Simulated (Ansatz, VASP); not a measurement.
**One calculation of ZrC, two programs**

```
Zr C
1.0
     0.00000    2.30666    2.30666
     2.30666    0.00000    2.30666
     2.30666    2.30666    0.00000
Zr C
1 1
Direct
  0.00000 0.00000 0.00000
  0.50000 0.50000 0.50000
```

Change from the starting cell: volume scaled by 0.9405, crystal datasets.

Alike in both runs: task electric field gradients; functional PBE; k mesh 14 × 14 × 14; occupations fermi-dirac, width 0.05 eV; no spin polarisation.

|  | VASP | Ansatz |
| --- | --- | --- |
| version | VASP 6.6.1 | Ansatz 0.2.0 |
| potentials or method | VASP PAW PBE potentials, release 64 (Zr_sv, C), cutoff 520 eV | all-electron PAW with datasets made for the crystal, scalar-relativistic |

|  | VASP | Ansatz | Ansatz less VASP |
| --- | --- | --- | --- |
| pressure (GPa) | 15.7 | 15.5 | -0.23 |
| Vzz of the field gradient on the site that differs most (V/Å²) | 0.0 | 0.0 | 0.00 |

Ansatz ran all-electron here, so the differences hold the error of VASP's frozen core and of both bases. Ansatz warned: «gradients_without_spin_orbit».

Caveats: so large a pressure means that the cell lies far from this level's equilibrium, or that cutoff or potentials fall short (VASP).
